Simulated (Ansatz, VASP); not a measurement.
**Ag: VASP beside Ansatz**

The input INCAR:

```
SYSTEM = Ag
PREC = Accurate
ENCUT = 520
EDIFF = 1E-7
ISMEAR = -1
SIGMA = 0.05
LREAL = .False.
LASPH = .True.
NELM = 100
ALGO = Normal
ISIF = 2
LWAVE = .False.
LCHARG = .True.
GGA = CA
LELF = .True.
LVHAR = .True.
NBANDS = 12
```

KPOINTS

```
Automatic mesh
0
Gamma
  11 11 11
  0 0 0
```

POSCAR

```
Ag
1.0
   -1.6445418934      1.6445418934      1.6445418934
    1.6445418934     -1.6445418934      1.6445418934
    1.6445418934      1.6445418934     -1.6445418934
Ag
1
Direct
    0.0000000000      0.0000000000      0.0000000000
```

File input.yaml:

```yaml
crystal:
  lattice:
    - [-1.6445418934, 1.6445418934, 1.6445418934]
    - [1.6445418934, -1.6445418934, 1.6445418934]
    - [1.6445418934, 1.6445418934, -1.6445418934]
  atoms:
    - { symbol: Ag, position: [0.0, 0.0, 0.0] }
hamiltonian:
  xc: lda
  pseudopotentials: { kind: paw }
kpoints:
  mp_grid: { grid: [11, 11, 11] }
scf:
  occupations: { method: fermi_dirac, width: 0.05 }
output:
  forces: true
  stress: true
  eigenvalues: true
```

This isn't the form of Ag at room conditions, which is fcc.

Alike in both runs: task single point; functional LDA; k mesh 11 × 11 × 11; occupations fermi-dirac, width 0.05 eV; no spin polarisation.

|  | VASP | Ansatz |
| --- | --- | --- |
| version | VASP 6.6.1 | Ansatz 0.2.0 |
| potentials or method | VASP PAW LDA potentials, release 64 (Ag) | Ansatz PAW |
| plane-wave cutoff (eV) | 520 | 420 |
| valence electrons in the cell | 11 | 19 |

```csv
,VASP,Ansatz,Ansatz less VASP
gap on the k mesh at the Fermi level (eV),none,none,-
pressure (GPa),-9.9,-10.1,-0.14
```

A gap of «none» marks a metal or a gap that the smearing closes. The two sets of potentials don't hold the same shells in valence.

Caveats: the PAW data sets come from PBE, with cores solved anew for the run's functional, which leaves a small shift of forces and pressure (Ansatz).
